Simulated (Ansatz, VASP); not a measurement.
One calculation of Mg, two programs

Contents of INCAR:

```
ALGO = Normal
EDIFF = 1E-7
ENCUT = 520
GGA = RP
ISIF = 2
ISMEAR = -1
LASPH = True
LCHARG = False
LREAL = False
LWAVE = False
NBANDS = 10
NELM = 100
PREC = Accurate
SIGMA = 0.1
```

File KPOINTS:

```
k-points
0
Gamma
  8 8 11
```

File POSCAR:

```
Mg
1.0
    5.2283197672      0.0000000000      0.0000000000
   -2.6141598836      4.5278577375      0.0000000000
    0.0000000000      0.0000000000      3.1714671634
Mg
3
Direct
    0.0000000000      1.0000000000      0.0000000000
    0.3333333333      0.6666666667      0.5000000000
    0.6666666667      0.3333333333      0.5000000000
```

Input for Ansatz:

```yaml
crystal:
  lattice:
    - [5.2283197672, 0.0, 0.0]
    - [-2.6141598836, 4.5278577375, 0.0]
    - [0.0, 0.0, 3.1714671634]
  atoms:
    - { symbol: Mg, position: [0.0, 1.0, 0.0] }
    - { symbol: Mg, position: [0.3333333333, 0.6666666667, 0.5] }
    - { symbol: Mg, position: [0.6666666667, 0.3333333333, 0.5] }
hamiltonian:
  xc: rpbe
  pseudopotentials:
    kind: paw
    azcp:
      Mg: "pseudopotentials/Mg.paw.azcp"
basis:
  ecutwfc: 420
  fft_grid_basis: typed
kpoints:
  mp_grid: { grid: [8, 8, 11], shift: [0, 0, 0] }
magnetization:
  spin_polarized: false
scf:
  occupations: { method: fermi_dirac, width: 0.1 }
  lower_state_search: "off"
output:
  stress: true
  write_density: true
  write_potential: true
  elf: true
  volumetric_format: npy
```

Alike in both runs: task single point; functional RPBE; k mesh 8 × 8 × 11; occupations fermi-dirac, width 0.1 eV; no spin polarisation.

```csv
,VASP,Ansatz
version,VASP 6.6.1,Ansatz 0.2.0
potentials or method,"VASP PAW PBE potentials, release 64 (Mg)","plane waves (420 eV) with PAW, scalar-relativistic"
plane-wave cutoff (eV),520,420
valence electrons in the cell,6,30
```

```csv
,VASP,Ansatz,Ansatz less VASP
pressure (GPa),-1.4,-1.2,+0.17
largest component of the traceless stress (GPa),0.24,0.24,-0.002
```

The two sets of potentials don't hold the same shells in valence.

Caveats: the PAW data sets were made with another functional, which shifts forces and pressure a little (VASP).
